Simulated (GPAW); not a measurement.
CdSe (Cadmoselite):

```xyz
4
Lattice="4.3000 0.0000 0.0000 -2.1500 3.7239 0.0000 0.0000 0.0000 7.0200" Properties=species:S:1:pos:R:3 pbc="T T T"
Cd    2.1500    1.2413    3.5100
Cd    0.0000    2.4826    0.0000
Se    2.1500    1.2413    6.2127
Se    0.0000    2.4826    2.7027
```

| Quantity | Value |
| --- | --- |
| Program | GPAW 26.7.0 |
| Task | relaxation of cell and atoms |
| Functional | r2SCAN |
| Dispersion | D4 |
| Potentials or basis | GPAW PAW data sets (gpaw-data 1.2.1) |
| Cutoff | 600 eV |
| Basis | pw |
| k mesh | 5 × 5 × 3 |
| Occupations | fermi-dirac, width 0.05 eV |
| Spin | no spin polarisation |

At the start: pressure 0.8 GPa; volume 28.10 Å³/atom.

**Question.** How do energy, volume and symmetry change on relaxing?

**Answer.** Over 6 steps the energy falls by 5.8 meV/atom and the volume is 28.47 Å³/atom (+1.3 %); space group P6_3mc (No. 186, to 0.05 Å).

Step by step:
```
step  energy change (eV)  largest force (eV/Å)  pressure (GPa)  volume (Å³)
   1              0.0000                0.2836            0.85       112.41
   2             -0.0063                0.2440            0.73       112.59
   3             -0.0228                0.0162            0.13       113.66
   4             -0.0230                0.0030            0.14       113.64
   5             -0.0230                0.0098            0.12       113.68
   6             -0.0233                0.0199            0.03       113.88
```

Final structure:
```xyz
4
Lattice="4.3278 0.0000 0.0000 -2.1639 3.7480 0.0000 0.0000 0.0000 7.0207" Properties=species:S:1:pos:R:3 pbc="T T T"
Cd    2.1639    1.2493    3.5363
Cd    0.0000    2.4987    0.0260
Se    2.1639    1.2493    6.1868
Se    0.0000    2.4987    2.6765
```

Caveat: later steps reuse the first step's grids; the PAW data sets were made with another functional, which shifts forces and pressure a little.
